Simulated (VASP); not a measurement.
## CoO: single point with PBE0(alpha)

Crystal: CoO.

```xyz
2
Lattice="-1.5080 1.5080 2.1073 1.5080 -1.5080 2.1073 1.5080 1.5080 -2.1073" Properties=species:S:1:pos:R:3 pbc="T T T"
Co    0.0000    0.0000    0.0000
O     0.0000    0.0000    2.1073
```

| Item | Value |
| --- | --- |
| Program | VASP 6.6.1 |
| Task | single point |
| Functional | PBE0(alpha) |
| Potentials or basis | VASP PAW PBE potentials, release 64 (Co, O) |
| Cutoff | 520 eV |
| k mesh | 6 × 6 × 6 |
| Occupations | fermi-dirac, width 0.05 eV |
| Spin | collinear spin, ferromagnetic start |
| Starting moments | [2.0, 0.0] μB |

```
Pressure                                              : -3.3 GPa
Band gap on the k mesh                                : none (metal or under the smearing width)
Net moment                                            : 3.00 μB per cell
Site moments                                          : Co +2.69; O +0.28 μB
Valence electrons inside the program's atomic spheres : Co 7.76; O 5.03
```

Stress tensor (GPa, compression positive):
```
-0.91  0.00  0.00
 0.00 -0.91  0.00
 0.00  0.00 -7.94
```

Levels at points of the mesh, in eV from the Fermi level:
Spin up:
| k point | band 7 | band 8 | band 9 | band 10 | band 11 | band 12 |
| --- | --- | --- | --- | --- | --- | --- |
| (0.00, 0.00, 0.00) | -3.99 | -3.82 | -3.82 | 1.66 | 17.65 | 18.83 |
| (0.50, 0.00, 0.00) | -3.33 | -1.20 | -1.08 | 5.72 | 10.49 | 14.19 |
| (0.50, 0.50, 0.00) | -4.34 | -4.31 | -3.38 | 6.65 | 10.88 | 12.17 |
| (0.50, 0.50, 0.50) | -4.67 | -4.35 | -4.35 | 6.70 | 10.94 | 12.34 |
Spin down:
| k point | band 2 | band 3 | band 4 | band 5 | band 6 | band 7 | band 8 | band 9 | band 10 | band 11 |
| --- | --- | --- | --- | --- | --- | --- | --- | --- | --- | --- |
| (0.00, 0.00, 0.00) | -3.14 | -3.09 | -3.09 | -2.69 | -1.52 | -1.52 | 1.10 | 1.78 | 2.23 | 17.44 |
| (0.50, 0.00, 0.00) | -8.63 | -5.36 | -5.18 | -1.57 | 0.13 | 0.50 | 4.03 | 4.51 | 5.96 | 11.36 |
| (0.50, 0.50, 0.00) | -7.32 | -4.56 | -4.44 | -2.85 | -1.53 | 0.71 | 1.75 | 2.80 | 7.55 | 11.34 |
| (0.50, 0.50, 0.50) | -7.33 | -4.55 | -4.55 | -3.80 | 0.70 | 0.70 | 2.21 | 2.40 | 7.58 | 11.49 |

It took 19 min on 1 thread of Intel(R) Xeon(R) 6975P-C (Granite Rapids), with other jobs on the host, peak memory 0.16 GiB.

Caveat: the k mesh is coarse (spacing up to 0.49 Å⁻¹), so the values aren't converged, least of all with exact exchange; the PAW data sets were made with another functional, which shifts forces and pressure a little; a cell with one magnetic atom can't hold antiferromagnetic order, which such compounds often take.
